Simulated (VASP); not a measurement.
# W (R-3m) in VASP: single point with PBE

Aim: the single point of W with PBE.

Program: VASP 6.6.1. These are calculated values, not measurements. Logs are shortened: lines on timing, memory, paths and dates and some standing lists are left out, and cuts for length are marked.

## Step 1: The cell of the first run

Symmetry: R-3m, No. 166, trigonal system. The conventional cell has a = 4.891 Å, b = 4.891 Å, c = 2.663 Å, α = 90.00°, β = 90.00°, γ = 120.00°. Around W (site symmetry -3m) lie 8 W at 2.66 to 2.96 Å.

This isn't the form of W at room conditions, which is bcc.

## Step 2: Single point, PBE (strained and moved within a subgroup)

INCAR reads:

```
PREC = Accurate
ENCUT = 520
EDIFF = 1E-6
ISMEAR = 0
SIGMA = 0.1
LREAL = False
LASPH = True
NELM = 100
ALGO = Fast
ISIF = 2
LWAVE = False
LCHARG = True
GGA = PE
LELF = True
LVHAR = True
NBANDS = 13
```

KPOINTS reads:

```
regular mesh
0
Gamma
  18 18 18
```

POSCAR reads:

```
W
1.0
   -1.6654088720      1.6654088720      1.7931928720
    1.5376248720     -1.5376248720      1.5376248720
    1.7931928720      1.6654088720     -1.6654088720
W
1
Direct
    0.0000000000      0.0000000000      0.0000000000
```

Potentials or basis: VASP PAW PBE potentials, release 64 (W_sv).

Launch:

```sh
$ cat potpaw_PBE.64/W_sv/POTCAR > POTCAR
$ mpirun -np 1 vasp_std > vasp.out
```

OUTCAR:

```text
PREC = Accurate
   ENCUT = 520
   EDIFF = 1E-6
   ISMEAR = 0
   LREAL = False
   LASPH = True
   NELM = 100
   ISIF = 2
   GGA = PE

 ion  position               nearest neighbor table
   1  0.000  0.000  0.000-

  LATTYP: Found a trigonal (rhomboedric) cell.
 ALAT       =     2.9601881863
 COS(alpha) =    -0.3650937244

  Lattice vectors:

 A1 = (  -1.7931928720,  -1.6654088720,   1.6654088720)
 A2 = (   1.6654088720,  -1.6654088720,  -1.7931928720)
 A3 = (   1.6654088720,   1.7931928720,   1.6654088720)

Analysis of symmetry for initial positions (statically):
=====================================================================
 Subroutine PRICEL returns:
 Original cell was already a primitive cell.

 Routine SETGRP: Setting up the symmetry group for a
 trigonal (rhombohedral) supercell.

 Subroutine GETGRP returns: Found 12 space group operations
 (whereof 12 operations were pure point group operations)
 out of a pool of 12 trial point group operations.

The static configuration has the point symmetry D_3d.

Analysis of symmetry for dynamics (positions and initial velocities):
=====================================================================
 Subroutine PRICEL returns:
 Original cell was already a primitive cell.

 Routine SETGRP: Setting up the symmetry group for a
 trigonal (rhombohedral) supercell.

 Subroutine GETGRP returns: Found 12 space group operations
 (whereof 12 operations were pure point group operations)
 out of a pool of 12 trial point group operations.

The dynamic configuration has the point symmetry D_3d.

 Subroutine INISYM returns: Found 12 space group operations
 (whereof 12 operations are pure point group operations),
 and found     1 'primitive' translations

----------------------------------------------------------------------------------------

                                     Primitive cell

  volume of cell :      18.3930

  direct lattice vectors                    reciprocal lattice vectors
    -1.665408872  1.665408872  1.793192872     0.000000000  0.289134186  0.289134186
     1.537624872 -1.537624872  1.537624872     0.313162623 -0.024028437  0.313162623
     1.793192872  1.665408872 -1.665408872     0.289134186  0.289134186  0.000000000

  length of vectors
     2.960188186  2.663244401  2.960188186     0.408897487  0.443530183  0.408897487

  position of ions in fractional coordinates (direct lattice)
     0.000000000  0.000000000  0.000000000

  ion indices of the primitive-cell ions
   primitive index   ion index
                 1           1

----------------------------------------------------------------------------------------

 KPOINTS: regular mesh

Automatic generation of k-mesh.
 Grid dimensions read from file:
 generate k-points for:   18   18   18

 Generating k-lattice:

  Cartesian coordinates                     Fractional coordinates (reciprocal lattice)
     0.000000000  0.016063010  0.016063010     0.055555556  0.000000000  0.000000000
     0.017397924 -0.001334913  0.017397924     0.000000000  0.055555556 -0.000000000
     0.016063010  0.016063010  0.000000000     0.000000000  0.000000000  0.055555556

  Length of vectors
     0.022716527  0.024640566  0.022716527

  Shift w.r.t. Gamma in fractional coordinates (k-lattice)
     0.000000000  0.000000000  0.000000000

 Subroutine IBZKPT returns following result:
 ===========================================

 Found    580 irreducible k-points:

 Following reciprocal coordinates:
            Coordinates               Weight
  0.000000  0.000000  0.000000      1.000000
  0.055556  0.000000  0.000000      6.000000
  0.111111  0.000000  0.000000      6.000000
  0.166667  0.000000  0.000000      6.000000
  0.222222  0.000000  0.000000      6.000000
  0.277778  0.000000  0.000000      6.000000
[... 16 lines left out ...]
  0.166667  0.111111  0.000000     12.000000
  0.222222  0.111111  0.000000     12.000000
 [... further k-points ...]
   k-points           NKPTS =    580   k-points in BZ     NKDIM =    580   number of bands    NBANDS=     13
   number of dos      NEDOS =    301   number of ions     NIONS =      1
   total plane-waves  NPLWV =  11520
   dimension x,y,z NGX =    24 NGY =   20 NGZ =   24
   dimension x,y,z NGXF=    48 NGYF=   40 NGZF=   48
   ions per type =               1
   NGX,Y,Z   is equivalent  to a cutoff of  13.48, 12.48, 13.48 a.u.
   NGXF,Y,Z  is equivalent  to a cutoff of  26.96, 24.97, 26.96 a.u.
 SYSTEM =  unknown system
   PREC   = accura    normal or accurate (medium, high low for compatibility)
   ISTART =      0    job   : 0-new  1-cont  2-samecut
   ICHARG =      2    charge: 1-file 2-atom 10-const
   ISPIN  =      1    spin polarized calculation?
   LNONCOLLINEAR =      F non collinear calculations
   LSORBIT =      F    spin-orbit coupling
   LASPH  =      T    aspherical Exc in radial PAW
   ENCUT  =  520.0 eV  38.22 Ry    6.18 a.u.   5.50  4.95  5.50*2*pi/ulx,y,z
   NELM   =    100;   NELMIN=  2; NELMDL= -5     # of ELM steps
   EDIFF  = 0.1E-05   stopping-criterion for ELM
   LREAL  =      F    real-space projection
   EDIFFG = 0.1E-04   stopping-criterion for IOM
   NSW    =      0    number of steps for IOM
   IBRION =     -1    ionic relax: 0-MD 1-quasi-New 2-CG
   NFREE  =      0    steps in history (QN), initial steepest desc. (CG)
   ISIF   =      2    stress and relaxation
   ISYM   =      2    0-nonsym 1-usesym 2-fastsym
   POTIM  = 0.5000    time-step for ionic-motion
   TEBEG  =    0.0;   TEEND  =   0.0 temperature during run
   PSTRESS=    0.0 pullay stress
   NELECT =      14.0000    total number of electrons
   NUPDOWN=      -1.0000    fix difference up-down
   EMIN   =  10.00;   EMAX   =-10.00  energy-range for DOS
   EFERMI =   0.00;   METHOD = LEGACY
   ISMEAR =     0;   SIGMA  =   0.10  broadening in eV -4-tet -1-fermi 0-gaus
   EFERMI_NEDOS =   21; number of points for ismear=-14 and -15
   IALGO  =     68    algorithm
   IMIX   =      4    mixing-type and parameters
     AMIX     =   0.40;   BMIX     =  1.00
     AMIX_MAG =   1.60;   BMIX_MAG =  1.00
  volume/ion in A,a.u.               =      18.39       124.12
  Fermi-wavevector in a.u.,A,eV,Ry     =   1.494745  2.824658 30.398974  2.234262
  Thomas-Fermi vector in A             =   2.606978
   LORBIT       =      0    0 simple, 1 ext, 2 COOP (PROOUT), +10 PAW based schemes
   GGA     = PE    functional components
   LHFCALC =     F    Hartree Fock is set to
   AEXX    =    0.0000 exact exchange contribution
   IVDW    =     0    specifies the selected vdW correction
   LEPSILON=     F    determine dielectric tensor
   LRPA    =     F    only Hartree local field effects (RPA)
 non-spin polarized calculation
 RMM-DIIS sequential band-by-band and
 Gauss-broadening in eV      SIGMA  =   0.10
  energy-cutoff  :      520.00
  volume of cell :       18.39
 maximum number of plane-waves:       508
 NGX is ok and might be reduce to    24

 number of electron      14.0000002 magnetization

 Free energy of the ion-electron system (eV)
  ---------------------------------------------------
  ext. energy  EPLUGINS =         0.00000000
  ---------------------------------------------------
  free energy    TOTEN  =       -12.60532830 eV

  energy without entropy =      -12.60210945  energy(sigma->0) =      -12.60371887

 E-fermi :   9.4262     XC(G=0): -12.8033

 val. band max:        9.4257294032   @ k =   0.2222  -0.1667   0.1667
 cond. band min:       9.4284688088   @ k =   0.3333  -0.2778   0.1667
 fundamental gap:      0.0027394056
 Fermi energy:         9.4262262447

 k-point     1 :       0.0000    0.0000    0.0000
  band No.  band energies     occupation
      1     -64.9847      2.00000
      2     -28.8093      2.00000
      3     -28.8093      2.00000
      4     -28.4647      2.00000
      5       0.6292      2.00000
      6       7.1946      2.00000
      7       8.6992      2.00000
      8       8.6992      2.00000
      9      11.7161      0.00000
     10      11.7161      0.00000
     11      22.3151      0.00000
     12      24.2020      0.00000
     13      24.2020      0.00000

 k-point     2 :       0.0556    0.0000    0.0000
  band No.  band energies     occupation
      1     -64.9832      2.00000
      2     -28.8296      2.00000
      3     -28.8138      2.00000
      4     -28.4663      2.00000
      5       0.7434      2.00000
      6       7.1677      2.00000
      7       8.6093      2.00000
      8       8.7998      2.00000
      9      11.6797      0.00000
     10      11.7354      0.00000
     11      22.5678      0.00000
     12      24.2413      0.00000
     13      24.3289      0.00000

 k-point     3 :       0.1111    0.0000    0.0000
  band No.  band energies     occupation
      1     -64.9790      2.00000
      2     -28.8876      2.00000
      3     -28.8269      2.00000
      4     -28.4708      2.00000
      5       1.0762      2.00000
      6       7.0903      2.00000
      7       8.3584      2.00000
      8       9.0972      2.00000
      9      11.6069      0.00000
     10      11.7950      0.00000
     11      23.2465      0.00000
     12      24.3028      0.00000
     13      24.6399      0.00000
[... 305 lines left out ...]
 k-point    23 :       0.1667    0.1111    0.0000
  band No.  band energies     occupation
      1     -64.9542      2.00000
      2     -29.0880      2.00000
      3     -28.8588      2.00000
      4     -28.6151      2.00000
      5       2.6454      2.00000
      6       7.1015      2.00000
      7       7.5741      2.00000
      8      10.3470      0.00000
      9      11.0359      0.00000
     10      12.0853      0.00000
     11      23.5954      0.00000
     12      24.7730      0.00000
     13      26.1947      0.00000

 k-point    24 :       0.2222    0.1111    0.0000
  band No.  band energies     occupation
      1     -64.9461      2.00000
      2     -29.1886      2.00000
      3     -28.8891      2.00000
      4     -28.6216      2.00000
      5       3.3189      2.00000
      6       6.8979      2.00000
      7       7.3656      2.00000
      8      10.6805      0.00000
      9      11.6062      0.00000
     10      12.3369      0.00000
     11      22.1936      0.00000
     12      23.9051      0.00000
     13      27.0234      0.00000

 [... further k-points ...]

------------------------ aborting loop because EDIFF is reached ----------------------------------------

  FORCE on cell =-STRESS in cart. coord.  units (eV):
  Direction    XX          YY          ZZ          XY          YZ          ZX
  --------------------------------------------------------------------------------------
  -------------------------------------------------------------------------------------
  Total       -3.0847226     -3.0847226     -3.0847226     -1.0884121     -1.0884121      1.0884121
  in kB     -268.7046577   -268.7046577   -268.7046577    -94.8096225    -94.8096225     94.8096225
  external PRESSURE =    -268.7046577 kB  Pullay stress =       0.0000000 kB

 VOLUME and BASIS-vectors are now :
 -----------------------------------------------------------------------------
  energy-cutoff  :      520.00
  volume of cell :       18.39
      direct lattice vectors                 reciprocal lattice vectors
    -1.665408872  1.665408872  1.793192872     0.000000000  0.289134186  0.289134186
     1.537624872 -1.537624872  1.537624872     0.313162623 -0.024028437  0.313162623
     1.793192872  1.665408872 -1.665408872     0.289134186  0.289134186  0.000000000

 POSITION                                       TOTAL-FORCE (eV/Angst)
 -----------------------------------------------------------------------------------
      0.00000      0.00000      0.00000         0.000000     -0.000000     -0.000000
 -----------------------------------------------------------------------------------
    total drift:                                0.000000      0.000000      0.000000

  FREE ENERGIE OF THE ION-ELECTRON SYSTEM (eV)
  ---------------------------------------------------
  free  energy   TOTEN  =       -12.6053282962 eV

  energy  without entropy=      -12.6021094514  energy(sigma->0) =      -12.60371887
```

Wall time 51 s (1 thread of Intel Xeon Platinum 8488C (Sapphire Rapids), shared host); peak memory 0.24 GiB.

Results:

```
Free energy            : -12.6053 eV
Pressure               : -26.9 GPa
Band gap on the k mesh : none (metal or under the smearing width)
```

Stress tensor (GPa, compression positive):
```
-26.87  -9.48   9.48
 -9.48 -26.87  -9.48
  9.48  -9.48 -26.87
```

Caveat: so large a pressure means that the cell lies far from this level's equilibrium, or that cutoff or potentials fall short.
